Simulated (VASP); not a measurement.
AgCl (Chlorargyrite):

```
Ag Cl
1.0
     0.00000    5.47000    5.47000
     5.47000    0.00000    5.47000
     5.47000    5.47000    0.00000
Ag Cl
8 8
Direct
  0.00000 0.00000 0.00000
  0.00000 0.00000 0.50000
  0.00000 0.50000 0.00000
  0.00000 0.50000 0.50000
  0.50000 0.00000 0.00000
  0.50000 0.00000 0.50000
  0.50000 0.50000 0.00000
  0.50000 0.50000 0.50000
  0.25000 0.25000 0.25000
  0.25000 0.25000 0.75000
  0.25000 0.75000 0.25000
  0.25000 0.75000 0.75000
  0.75000 0.25000 0.25000
  0.75000 0.25000 0.75000
  0.75000 0.75000 0.25000
  0.75000 0.75000 0.75000
```

```yaml
Program: VASP 6.6.1
Task: phonon dispersion
Functional: PBE
Potentials_or_basis: VASP PAW PBE potentials, release 64 (Ag, Cl)
Cutoff: 520 eV
k_mesh: 3 × 3 × 3
Occupations: gaussian, width 0.03 eV
Spin: no spin polarisation
Long-range_dipole_term: yes
Supercell_matrix: "[2, 0, 0, 0, 2, 0, 0, 0, 2]"
Further_INCAR_settings: LREAL = Auto; ALGO = Normal; EDIFF = 1e-07; IBRION = 6; POTIM = 0.015; NSW = 1
```

Question: Is this structure dynamically stable at this level, and how far does the spectrum reach?

Answer: Yes, as far as this q mesh shows: no mode on the path is imaginary. The highest frequency is 204 cm⁻¹.

Phonon frequencies at the corners of the path (cm⁻¹, interpolated; i marks imaginary ones):
```
point           frequencies
    Γ     0 0 0 127 127 184
    X  35 35 53 163 163 200
    W  43 43 78 144 176 176
    K  38 47 72 140 172 184
    L   70 70 72 72 107 204
    U  38 47 72 140 172 184
```

A q mesh this small can miss soft modes between its points.
